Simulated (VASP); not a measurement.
# PbS2 (Fm-3m) in VASP: a series of runs, part 2 of 2

VASP 6.6.1.

### Step 3. Single point, LDA

This run uses another cell than the first one, of 23.28 Å³/atom, 0.978 times its volume.

Contents of INCAR:

```
PREC = Accurate
ENCUT = 520
EDIFF = 1E-6
ISMEAR = 0
SIGMA = 0.05
LREAL = False
LASPH = True
NELM = 100
ALGO = Normal
ISIF = 2
LWAVE = False
LCHARG = False
NBANDS = 20
```

Contents of KPOINTS:

```
Automatic mesh
0
Gamma
  4 4 4
```

Contents of POSCAR:

```
PbS2
1.0
    0.0000000000      3.2686686705      3.2686686705
    3.2686686705      0.0000000000      3.2686686705
    3.2686686705      3.2686686705      0.0000000000
Pb S
1 2
Direct
    0.0000000000      0.0000000000      0.0000000000
    0.2500000000      0.2500000000      0.2500000000
    0.7500000000      0.7500000000      0.7500000000
```

Potentials or basis: VASP PAW LDA potentials, release 64 (Pb_d, S).

Launch:

```
$ cat potpaw_LDA.64/Pb_d/POTCAR potpaw_LDA.64/S/POTCAR > POTCAR
$ mpirun -np 1 vasp_std > vasp.out
```

OUTCAR:

```text
PREC = Accurate
   ENCUT = 520
   EDIFF = 1E-6
   ISMEAR = 0
   LREAL = False
   LASPH = True
   NELM = 100
   ISIF = 2

 ion  position               nearest neighbor table
   1  0.000  0.000  0.000-   3 2.83   3 2.83   3 2.83   2 2.83   2 2.83   2 2.83   3 2.83   2 2.83

   2  0.250  0.250  0.250-   1 2.83   1 2.83   1 2.83   1 2.83
   3  0.750  0.750  0.750-   1 2.83   1 2.83   1 2.83   1 2.83

  LATTYP: Found a face centered cubic cell.
 ALAT       =     6.5373373410

  Lattice vectors:

 A1 = (   0.0000000000,   3.2686686705,   3.2686686705)
 A2 = (   3.2686686705,   0.0000000000,   3.2686686705)
 A3 = (   3.2686686705,   3.2686686705,   0.0000000000)

Analysis of symmetry for initial positions (statically):
=====================================================================
 Subroutine PRICEL returns:
 Original cell was already a primitive cell.

 Routine SETGRP: Setting up the symmetry group for a
 face centered cubic supercell.

 Subroutine GETGRP returns: Found 48 space group operations
 (whereof 48 operations were pure point group operations)
 out of a pool of 48 trial point group operations.

The static configuration has the point symmetry O_h .

Analysis of symmetry for dynamics (positions and initial velocities):
=====================================================================
 Subroutine PRICEL returns:
 Original cell was already a primitive cell.

 Routine SETGRP: Setting up the symmetry group for a
 face centered cubic supercell.

 Subroutine GETGRP returns: Found 48 space group operations
 (whereof 48 operations were pure point group operations)
 out of a pool of 48 trial point group operations.

The dynamic configuration has the point symmetry O_h .

 Subroutine INISYM returns: Found 48 space group operations
 (whereof 48 operations are pure point group operations),
 and found     1 'primitive' translations

----------------------------------------------------------------------------------------

[... 96 lines left out ...]
     AMIX     =   0.40;   BMIX     =  1.00
     AMIX_MAG =   1.60;   BMIX_MAG =  1.00
  volume/ion in A,a.u.               =      23.28       157.12
  Fermi-wavevector in a.u.,A,eV,Ry     =   1.177656  2.225447 18.869556  1.386873
  Thomas-Fermi vector in A             =   2.313999
   LORBIT       =      0    0 simple, 1 ext, 2 COOP (PROOUT), +10 PAW based schemes
   GGA     = CA    functional components
   LHFCALC =     F    Hartree Fock is set to
   AEXX    =    0.0000 exact exchange contribution
   IVDW    =     0    specifies the selected vdW correction
   LEPSILON=     F    determine dielectric tensor
   LRPA    =     F    only Hartree local field effects (RPA)
 non-spin polarized calculation
 Gauss-broadening in eV      SIGMA  =   0.05
  energy-cutoff  :      520.00
  volume of cell :       69.85
 maximum number of plane-waves:      1893
 NGX is ok and might be reduce to    36
   NGX = 17   NGY = 17   NGZ = 17

 number of electron      26.0000000 magnetization

 Free energy of the ion-electron system (eV)
  ---------------------------------------------------
  ext. energy  EPLUGINS =         0.00000000
  ---------------------------------------------------
  free energy    TOTEN  =       -12.79293252 eV

  energy without entropy =      -12.77714059  energy(sigma->0) =      -12.78503655

 E-fermi :   4.9589     XC(G=0): -10.1088

 val. band max:        4.6836536061   @ k =   0.5000   0.2500   0.0000
 cond. band min:       4.9596727915   @ k =   0.5000   0.2500   0.0000
 fundamental gap:      0.2760191854
 Fermi energy:         4.9589242619

 k-point     1 :       0.0000    0.0000    0.0000
  band No.  band energies     occupation
      1     -11.3062      2.00000
      2     -11.3062      2.00000
      3     -11.3062      2.00000
      4     -11.2179      2.00000
      5     -11.2179      2.00000
      6      -8.9848      2.00000
[... 173 lines left out ...]
     19      14.5518      0.00000
     20      14.5518      0.00000

------------------------ aborting loop because EDIFF is reached ----------------------------------------

  FORCE on cell =-STRESS in cart. coord.  units (eV):
  Direction    XX          YY          ZZ          XY          YZ          ZX
  --------------------------------------------------------------------------------------
  -------------------------------------------------------------------------------------
  Total        0.5330435      0.5330435      0.5330435     -0.0000000     -0.0000000      0.0000000
  in kB       12.2272988     12.2272988     12.2272988     -0.0000000     -0.0000000      0.0000000
  external PRESSURE =      12.2272988 kB  Pullay stress =       0.0000000 kB

 VOLUME and BASIS-vectors are now :
 -----------------------------------------------------------------------------
  energy-cutoff  :      520.00
  volume of cell :       69.85
      direct lattice vectors                 reciprocal lattice vectors
     0.000000000  3.268668670  3.268668670    -0.152967477  0.152967477  0.152967477
     3.268668670  0.000000000  3.268668670     0.152967477 -0.152967477  0.152967477
     3.268668670  3.268668670  0.000000000     0.152967477  0.152967477 -0.152967477

 POSITION                                       TOTAL-FORCE (eV/Angst)
 -----------------------------------------------------------------------------------
      0.00000      0.00000      0.00000        -0.000000     -0.000000     -0.000000
      1.63433      1.63433      1.63433        -0.000000     -0.000000      0.000000
      4.90300      4.90300      4.90300         0.000000      0.000000     -0.000000
 -----------------------------------------------------------------------------------
    total drift:                               -0.000000      0.000000      0.000000

  FREE ENERGIE OF THE ION-ELECTRON SYSTEM (eV)
  ---------------------------------------------------
  free  energy   TOTEN  =       -12.7929325205 eV

  energy  without entropy=      -12.7771405852  energy(sigma->0) =      -12.78503655
```

stdout:

```text
POSCAR found type information on POSCAR PbS
 POSCAR found :  2 types and       3 ions
 scaLAPACK will be used
 LDA part: xc-table for (Slater(with rela. corr.)+CA(PZ))
 , standard interpolation
 POSCAR, INCAR and KPOINTS ok, starting setup
 FFT: planning ... GRIDC
 FFT: planning ... GRID_SOFT
 FFT: planning ... GRID
 WAVECAR not read
 entering main loop
```

Run time: 7.1 s. Hardware: 1 thread of AMD EPYC 9R45 (Zen 5), shared host; peak memory 0.14 GiB.

What came out:

```yaml
Free_energy: -12.7929 eV
Pressure: 1.2 GPa
Band_gap_on_the_k_mesh: none (metal or under the smearing width)
```

Caveat: the k mesh is coarse (spacing up to 0.42 Å⁻¹), so the values aren't converged. Spin-orbit coupling is left out, which matters for the levels of Pb.

### Step 4. Single point, LDA

This run uses another cell than the first one, of 31.20 Å³/atom, 1.310 times its volume.

Contents of INCAR:

```
PREC = Accurate
ENCUT = 520
EDIFF = 1E-7
ISMEAR = 0
SIGMA = 0.05
LREAL = F
LASPH = T
NELM = 100
ALGO = Normal
ISIF = 2
LWAVE = F
LCHARG = F
GGA = CA
NBANDS = 20
```

Contents of KPOINTS:

```
regular mesh
0
Gamma
  4 4 4
```

Contents of POSCAR:

```
PbS2
1.0
    0.0000000000      3.6037049102      3.6037049102
    3.6037049102      0.0000000000      3.6037049102
    3.6037049102      3.6037049102      0.0000000000
Pb S
1 2
Direct
    0.0000000000      0.0000000000      0.0000000000
    0.2500000000      0.2500000000      0.2500000000
    0.7500000000      0.7500000000      0.7500000000
```

Launch:

```
$ cat potpaw_LDA.64/Pb_d/POTCAR potpaw_LDA.64/S/POTCAR > POTCAR
$ mpirun -np 1 vasp_std > vasp.out
```

Run time: 9 s. Hardware: 1 thread of AMD EPYC 9R45 (Zen 5), shared host; peak memory 0.16 GiB.

The run converged. Its results:

| Item | Value |
| --- | --- |
| Free energy | -12.0441 eV |
| Pressure | -8.2 GPa |
| Band gap on the k mesh | none (metal or under the smearing width) |

Levels at points of the mesh, in eV from the Fermi level:
| k point | band 10 | band 11 | band 12 | band 13 | band 14 | band 15 | band 16 | band 17 |
| --- | --- | --- | --- | --- | --- | --- | --- | --- |
| (0.00, 0.00, 0.00) | -1.53 | -1.53 | -0.62 | -0.62 | -0.62 | 2.89 | 2.89 | 2.89 |
| (0.50, 0.00, 0.00) | -1.79 | -1.79 | -0.98 | -0.98 | 0.41 | 4.36 | 4.36 | 4.92 |
| (0.50, 0.50, 0.00) | -2.85 | -0.86 | 0.28 | 0.28 | 0.49 | 2.98 | 5.40 | 5.40 |

Caveat: the k mesh is coarse (spacing up to 0.38 Å⁻¹), so the values aren't converged.

### Step 5. The runs side by side

```csv
cell,k mesh,smearing,mesh quality,gap on the mesh (eV),pressure (GPa)
"Fm-3m, 23.81 Å³/atom",12 × 12 × 12,fermi-dirac 0.15 eV,not flagged,none,0.4
"Fm-3m, 23.28 Å³/atom",4 × 4 × 4,gaussian 0.05 eV,coarse,none,1.2
"Fm-3m, 31.2 Å³/atom",4 × 4 × 4,gaussian 0.05 eV,coarse,none,-8.2
```

Alike in all rows: task single point; level LDA; potentials or basis VASP PAW LDA potentials, release 64 (Pb_d, S); no spin polarisation; cutoff (eV) 520.

Caveats: some runs use coarse meshes.

Total energies depend on the potentials used, so only differences within one code and one set of settings carry meaning.
